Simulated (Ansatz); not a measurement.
# S: frozen-core PAW against all-electron methods

```
S
1.0
     0.00000    1.99396    1.99396
     1.99396    0.00000    1.99396
     1.99396    1.99396    0.00000
S
1
Direct
  0.00000 0.00000 0.00000
```

The cell was built from the fcc type and relaxed in the same program, and has space group Fm-3m; it needn't be a known or the stable phase.

Levels of theory: DFT, PBE, PAW with Ansatz's default frozen-core files, scalar-relativistic (Ansatz 0.2.0); DFT, PBE, all-electron PAW with datasets made for the crystal, scalar-relativistic (Ansatz 0.2.0); DFT, PBE, all-electron LAPW, scalar-relativistic (Ansatz 0.2.0).

For PAW: a Γ-centred 16×16×16 k mesh, Fermi–Dirac smearing of 0.03 eV, cutoff 420 eV, no spin polarisation. The crystal-made all-electron datasets (AE datasets) take a cutoff of 240 eV at this cell. LAPW targets a basis error of 1 meV/atom. The Ansatz runs share mesh, smearing and spin set-up. Plane-wave (PAW) pressures include the program's estimate of the Pulay term.

Stress and pressure are positive in compression.

Levels count from the Fermi level.

```csv
quantity,PAW,AE datasets,LAPW
pressure (GPa),0.02,0.07,0.07
highest filled level at K (eV),-0.104,-0.104,-0.104
lowest empty level at K (eV),6.542,6.541,6.541
highest filled level at W (eV),-2.536,-2.536,-2.536
lowest empty level at W (eV),9.956,9.956,9.957
highest filled level at Γ (eV),-16.721,-16.721,-16.721
lowest empty level at Γ (eV),3.166,3.167,3.167
```

PAW's pressure differs from the LAPW value by -0.05 GPa.
